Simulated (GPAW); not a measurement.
## TiO2 in GPAW: the effect of functional

TiO2:

```
Ti O
1.0
     5.29100    0.00000    0.00000
    -2.64550    4.58214    0.00000
     0.00000    0.00000    6.13300
Ti O
3 6
Direct
  0.45366 0.99731 0.33395
  0.00066 0.45031 0.66729
  0.54766 0.54431 0.00062
  0.40275 0.32449 0.21003
  0.69766 0.10231 0.54895
  0.89566 0.58931 0.88229
  0.30366 0.40531 0.78562
  0.10566 0.69431 0.45229
  0.59266 0.89231 0.11895
```

The cell comes from a database or a generator and needn't be the stable form of this composition.

The cell isn't the ideal one: atom 4 moved 0.15 Å.

Alike in all runs:

- Program: GPAW 26.7.0
- Task: second-harmonic response
- Cutoff: 550 eV
- Basis: pw
- k mesh: 3 × 3 × 3
- Occupations: fermi-dirac, width 0.001 eV
- Spin: no spin polarisation

```csv
functional,potentials or basis,gap on the mesh (eV)
RPBE,the program's PAW data sets (release 1.2.1) made for this functional,?
LDA,the program's PAW data sets (release 1.2.1) made for this functional,3.69
PBEsol,PAW data sets generated in the run's folder for this functional,3.75
```

Problem. What does the run with functional RPBE give?

Solution. gap on the mesh 3.82 eV.

Caveats: independent particles: no local fields, no excitons, no shift of the gap; the long-wavelength limit can be off by several per cent where d states take part.

A k mesh can miss the band edges.
